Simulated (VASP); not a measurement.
Here is a VASP 6.6.1 calculation.

INCAR

```
ALGO     = Normal         # electronic algorithm
EDIFF    = 1E-7           # SCF threshold, eV
EDIFFG   = -0.01          # ionic threshold
ENCUT    = 600            # plane-wave cutoff, eV
GGA      = PE             # functional
IBRION   = 2              # ionic algorithm
ISIF     = 3              # what is computed and relaxed
ISMEAR   = 0              # smearing method
LASPH    = True           # aspherical terms in the spheres
LCHARG   = False          # write CHGCAR
LREAL    = False          # projectors in reciprocal space
LWAVE    = False          # write WAVECAR
NELM     = 100            # most SCF steps
NSW      = 80             # ionic steps
PREC     = Accurate       # precision mode
SIGMA    = 0.1            # smearing width, eV
```

File KPOINTS:

```
k-points
0
Gamma
  18 18 18
```

File POSCAR:

```
Hf
1.0
   -1.7325072278      1.7325072278      1.7325072278
    1.7325072278     -1.7325072278      1.7325072278
    1.7325072278      1.7325072278     -1.7325072278
Hf
1
Direct
    0.0000000000      0.0000000000      0.0000000000
```

Potentials or basis: VASP PAW PBE potentials, release 64 (Hf_pv).

Run with:

```sh
$ cat potpaw_PBE.64/Hf_pv/POTCAR > POTCAR
$ mpirun -np 1 vasp_std > vasp.out
```

Problem. What does it give for the relaxed volume?

Solution. 22.20 Å³/atom.

Problem. Predict the band gap on the k mesh.

Solution. None (metal or under the smearing width).

Problem. What does it give for the relaxed cell?

Solution. a = 3.067 Å, b = 3.067 Å, c = 3.067 Å, α = 109.47°, β = 109.47°, γ = 109.47°.

Problem. Predict the space group after relaxing (to 0.05 Å).

Solution. Im-3m (No. 229).

Final structure:
```
Hf
1.0
    -1.77064    1.77064    1.77064
     1.77064   -1.77064    1.77064
     1.77064    1.77064   -1.77064
Hf
1
Direct
  0.00000 0.00000 0.00000
```

Spin-orbit coupling is left out, which matters for the levels of Hf. PBE usually gives volumes a little too large and moduli too small.
